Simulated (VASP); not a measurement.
Here is the system:

```xyz
2
Lattice="0.0000 2.9978 2.9978 2.9978 0.0000 2.9978 2.9978 2.9978 0.0000" Properties=species:S:1:pos:R:3 pbc="T T T"
Al     0.0000     0.0000     0.0000
Sb     1.4989     1.4989     1.4989
```

These are LDA (Ceperley-Alder, Perdew-Zunger), VASP's LDA PAW potentials (set 64) (plane waves; VASP 6.6.1) values and carry that method's errors. Numerical set-up: 520 eV cut-off, 8×8×8 Γ-centred mesh, Gaussian smearing of 0.050 eV, potentials Al Sb.

Question: The job: AlSb (zinc blende), 2 atoms, LDA, static run, 520 eV, 8×8×8 Γ-centred mesh. Roughly how much core time does it take on a busy server core?

Answer: About 7 core-seconds (one run on a shared machine, a rough figure). It had 29 irreducible k-points, 8 bands, up to 1475 plane waves and 12 electronic steps.

The compound is AlSb in the zinc blende structure. This cell is one point of a volume scan, at 0.94 of the reference volume.
